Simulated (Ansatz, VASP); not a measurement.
# TiAl: VASP beside Ansatz

The input INCAR:

```
PREC     = Accurate       # precision mode
ENCUT    = 520            # plane-wave cutoff, eV
EDIFF    = 1E-6           # SCF threshold, eV
ISMEAR   = -1             # smearing method
SIGMA    = 0.05           # smearing width, eV
LREAL    = False          # projectors in reciprocal space
LASPH    = True           # aspherical terms in the spheres
NELM     = 60             # most SCF steps
ALGO     = Normal         # electronic algorithm
ISIF     = 2              # what is computed and relaxed
LWAVE    = False          # write WAVECAR
LCHARG   = False          # write CHGCAR
GGA      = PE             # functional
NBANDS   = 14             # bands
```

KPOINTS

```
regular mesh
0
Gamma
  8 8 8
```

The input POSCAR:

```
TiAl
1.0
    3.1577273571      0.0000000000      0.0000000000
    0.0000000000      3.1577273571      0.0000000000
    0.0000000000      0.0000000000      3.1577273571
Ti Al
1 1
Direct
    0.0000000000      0.0000000000      0.0000000000
    0.5000000000      0.5000000000      0.5000000000
```

Contents of input.yaml:

```yaml
crystal:
  lattice:
    - [3.1577273571, 0.0, 0.0]
    - [0.0, 3.1577273571, 0.0]
    - [0.0, 0.0, 3.1577273571]
  atoms:
    - { symbol: Ti, position: [0.0, 0.0, 0.0] }
    - { symbol: Al, position: [0.5, 0.5, 0.5] }
kpoints:
  mp_grid: { grid: [8, 8, 8] }
scf:
  occupations: { method: fermi_dirac, width: 0.05 }
hamiltonian:
  xc: pbe
  pseudopotentials: { kind: all_electron, lapw: { basis_error: 0.0005 } }
output:
  forces: true
  stress: true
  eigenvalues: true
```

Change from the starting cell: volume scaled by 0.98.

Alike in both runs: task single point; functional PBE; k mesh 8 × 8 × 8; occupations fermi-dirac, width 0.05 eV; no spin polarisation.

|  | VASP | Ansatz |
| --- | --- | --- |
| version | VASP 6.6.1 | Ansatz 0.2.0 |
| potentials or method | VASP PAW PBE potentials, release 64 (Ti_sv, Al) | all-electron LAPW, scalar-relativistic |
| plane-wave cutoff (eV) | 520 | see its input |

```tsv
	VASP	Ansatz	Ansatz less VASP
gap on the k mesh at the Fermi level (eV)	none	none	-
pressure (GPa)	3.2	3.2	0.00
```

A gap of «none» marks a metal or a gap that the smearing closes. Ansatz ran all-electron here, so the differences hold the error of VASP's frozen core and of both bases.
